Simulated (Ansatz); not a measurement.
## A series in volume per atom on YN

Periodic Kohn-Sham DFT of a crystal at fixed atoms; pressure and stress are positive in compression; the energy is the free energy less that of spherical unpolarised free atoms; site moments are those in the method's own spheres, positive along +z. The results are calculated, by Ansatz 0.2.0.

Cell of the first row (space group Fm-3m, No. 225):
```
cell vectors (Å)
   0.0000     2.3887     2.3887
   2.3887     0.0000     2.3887
   2.3887     2.3887     0.0000
atoms (fractions of the cell vectors)
Y   0.00000  0.00000  0.00000
N   0.50000  0.50000  0.50000
```

Settings of every row: method all-electron PAW; functional LDA; relativity scalar; k mesh 11x11x11; filling fermi-dirac; smearing width 0.03 eV; nucleus gaussian.

Atom start moment: 0 on all atoms.

Limits of some rows: small gap, it may come from the mesh (row 2, 3, 4, 5, 6, 7, 8, 9).

| row | volume per atom (Å³) | pressure (GPa) |
| --- | --- | --- |
| 1 | 13.63 | 5.156 |
| 2 | 13.92 | ? |
| 3 | 14.21 | -2.63 |
| 4 | 14.355 | -4.33 |
| 5 | 14.5 | -5.941 |
| 6 | 14.645 | -7.468 |
| 7 | 14.79 | -8.916 |
| 8 | 15.08 | -11.587 |
| 9 | 15.37 | -13.984 |

Question: what pressure should row 2 give?

Worked fit of pressure. Take u = (V_r/V)^(2/3) − 1 with V_r = 14.572 Å³ an atom, which is twice the finite (Eulerian) strain; such expansions in the strain, on which the Birch-Murnaghan equation of state is built, carry the rest volume and the bulk modulus. The shown rows have u = 0.04556, 0.01691, 0.01005, 0.00331, -0.00333, -0.00985, -0.02259, -0.03492. Least squares give pressure = −6.7094 + 230.236 × u + 642.91 × u² + 437 × u³ GPa; a parabola predicts inner rows, each left out in turn, worse (root mean square 0.0066 against 0.00087 GPa). The rows lie off it by 0.000, 0.000, 0.000, -0.001, 0.001, -0.001, 0.000, 0.000. The pressure vanishes at u = 0.0271, or V = 14 Å³ an atom, and there the bulk modulus at fixed shape and fractions is B = −V dP/dV = (2/3)(1 + u) dP/du = 182 GPa. The withheld row has u = 0.03099, so the fit gives −6.7094 + 230.236 × (0.03099) + 642.91 × (0.03099)² + 437 × (0.03099)³ = 1.056 GPa.

The calculation gave 1.055 GPa. The fit lies 0.001 GPa (0.0052 % of the column's range) above it, one unit of the last digit.
